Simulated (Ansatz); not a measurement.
Runs of Ansatz 0.2.0 on MnS. The structure is cubic, space group F-43m (No. 216). The conventional cell has a = 4.947 Å, b = 4.947 Å, c = 4.947 Å, α = 90.00°, β = 90.00°, γ = 90.00°. Mn (site symmetry -43m) has 4 S at 2.14 Å as nearest neighbours. S (site symmetry -43m) is surrounded by 4 Mn at 2.14 Å. The cell is a database's computed one.

```csv
task,level,potentials or basis,spin,U,fixed moment (μB),cell,k mesh,cutoff (eV),smearing,hubbard projectors,double counting,q mesh,points for each segment of the path,other keys,mesh quality,gap on the mesh (eV),pressure (GPa),moment (μB),largest force (eV/Å)
projected density of states,revPBE+U,Ansatz NC with PseudoDojo standard (PBE files),"collinear, ferromagnetic start",Mn d U = 1 eV,-,as given,9 × 9 × 9,1306,cold 0.15 eV,ortho-atomic,fll (the default),-,-,-,not flagged,none,34.1,3.50,-
phonons,PBEsol+D3(BJ)-ATM+U,Ansatz PAW polarizable,"collinear, ferromagnetic start",Mn d U = 1 eV,-,as given,6 × 6 × 6,420,fermi-dirac 0.1 eV,atomic,fll (the default),2 × 2 × 2,8,-,coarse,none,-,0.27,-
band structure,PBEsol+U,JTH PAW,"collinear, ferromagnetic start",Mn d U = 1 eV,-,"atoms moved at random, drawn with an rms of 0.1 Å",7 × 7 × 7,1290,tetrahedron,all-electron-ortho-atomic,fll (the default),-,14,-,not flagged,none,24.4,3.24,1.71
density of states,PBEsol+D4+U,Ansatz PAW,"collinear, ferromagnetic start",Mn d U = 1 eV,1,as given,9 × 9 × 9,420,fermi-dirac 0.05 eV,atomic,fll,-,-,-,not flagged,-,(a),1.00,-
band structure,SVWN5,PseudoDojo standard (LDA files),"collinear, ferromagnetic start",-,-,as given,9 × 9 × 9,1306,gaussian 0.02 eV,-,-,-,14,-,not flagged,none,-7.2,0.29,-
electron localisation function,r2SCAN+U,SPMS NC,"collinear, zero start",Mn d U = 3.5 eV,-,"atoms moved at random, drawn with an rms of 0.1 Å",7 × 7 × 7,1007,methfessel-paxton 0.005 eV,all-electron-atomic,fll (the default),-,-,scf.occupations.method = methfessel_paxton; …,not flagged,none,55.0,4.41,3.76
density of states,r2SCAN+D3(BJ)-ATM+U,Ansatz PAW earlier set,"collinear, ferromagnetic start",Mn d U = 3.0 eV,-,as given,9 × 9 × 9,720,cold 0.025 eV,all-electron-ortho-atomic,fll (the default),-,-,hamiltonian.dispersion = d3bjatm,not flagged,none,56.4,4.67,-
```

**Question.** Fill in the values left out.

**Answer.** (a) -3.8.

Caveats: some runs use coarse meshes; the magnetic or orbital state may not be the lowest (some runs); a cell with one magnetic atom can't hold antiferromagnetic order, which such compounds often take (some runs); the PAW data sets come from PBE, with cores solved anew for the run's functional, which leaves a small shift of forces and pressure (some runs); the potentials were made for another functional, which shifts forces and pressure (some runs); a pressure of tens of GPa on the cell as given is suspect, and the run, the potentials or the cell itself is likely at fault (some runs); the moment fell far below its start of 4 μB, so a state of higher moment may lie lower in energy (some runs); pairwise dispersion overbinds metals, which lowers pressure and volume (some runs).

A gap of «none» marks a metal or a gap under the smearing width.

Runs at the PBE level aren't shown here.
